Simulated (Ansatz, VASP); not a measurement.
## Two plane-wave programs on Be

```
Be
1.0
    -1.10528    1.10528    1.56209
     1.10528   -1.10528    1.56209
     1.10528    1.10528   -1.56209
Be
1
Direct
  0.50000 0.50000 0.00000
```

Alike in both runs: functional PBE; k mesh 34 × 34 × 34; occupations gaussian, width 0.1 eV; no spin polarisation.

Ansatz relaxed the structure, and its values are those at the end. VASP's run is a single point on that final structure, the one shown.

|  | VASP | Ansatz |
| --- | --- | --- |
| version | VASP 6.6.1 | Ansatz 0.2.0 |
| potentials or method | VASP PAW PBE potentials, release 64 (Be) | scalar-relativistic, plane waves, PAW |
| plane-wave cutoff (eV) | 520 | 420 |
| valence electrons in the cell | 2 | 2 |

Ansatz gave:

- gap on the k mesh at the Fermi level (eV): none
- pressure (GPa): 3.8

Problem. What did VASP give for the same quantities?

Solution. gap on the k mesh at the Fermi level (eV): none; pressure (GPa): 4.0.

A gap of «none» marks a metal or a gap that the smearing closes.
